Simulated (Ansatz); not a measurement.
Runs of Ansatz 0.2.0 on ZnSe (Stilleite). The structure is cubic, space group F-43m (No. 216). The conventional cell has a = 5.668 Å, b = 5.668 Å, c = 5.668 Å, α = 90.00°, β = 90.00°, γ = 90.00°. Around Se (site symmetry -43m) lie 4 Zn at 2.45 Å. Zn (site symmetry -43m) has 4 Se at 2.45 Å as nearest neighbours. 

| task | level | cell | k mesh | cutoff (eV) | smearing | basis error allowed | gap on the mesh (eV) | pressure (GPa) | V0 of scaled cells (Å³/atom) | relaxed volume (Å³/atom) | B0 (GPa) |
| --- | --- | --- | --- | --- | --- | --- | --- | --- | --- | --- | --- |
| equation of state | PBEsol | as given | 8 × 8 × 8 | - | fermi-dirac 0.05 eV | 0.001 eV/atom | - | - | 22.35 | - | 65 |
| relaxation of cell and atoms | PBEsol | relaxed | 8 × 8 × 8 | - | fermi-dirac 0.05 eV | 0.001 eV/atom | (b) | 0.0 | - | 22.35 | - |
| relaxation of cell and atoms | RPBE+D4 | relaxed | 8 × 8 × 8 | - | fermi-dirac 0.05 eV | 0.001 eV/atom | 1.51 | 0.0 | - | 22.47 | - |
| single point | PBE | as given | 6 × 6 × 6 | 286 | fermi-dirac 0.06 eV | 0.002 eV/atom | 1.29 | 2.1 | - | - | - |
| elastic constants | PBE | as given | 6 × 6 × 6 | 336 | fermi-dirac 0.05 eV | 0.001 eV/atom | 1.29 | 2.1 | - | - | - |
| equation of state | LDA | as given | 8 × 8 × 8 | - | fermi-dirac 0.05 eV | 0.001 eV/atom | - | - | (c) | - | 72 |
| relaxation of cell and atoms | RPBE+D3(BJ) | relaxed | 8 × 8 × 8 | - | fermi-dirac 0.05 eV | 0.001 eV/atom | (a) | 0.0 | - | 20.81 | - |
| single point | PBE | as given | 8 × 8 × 8 | 311 | gaussian 0.012 eV | 0.001 eV/atom | 1.29 | 2.1 | - | - | - |

Alike in all rows: potentials or basis all-electron LAPW, scalar-relativistic; no spin polarisation.

**Question.** Estimate the missing entries.

**Answer.** (a) 1.83; (b) 1.24; (c) 21.58.

A k mesh can miss the band edges, and the runs leave out spin-orbit coupling on Se.
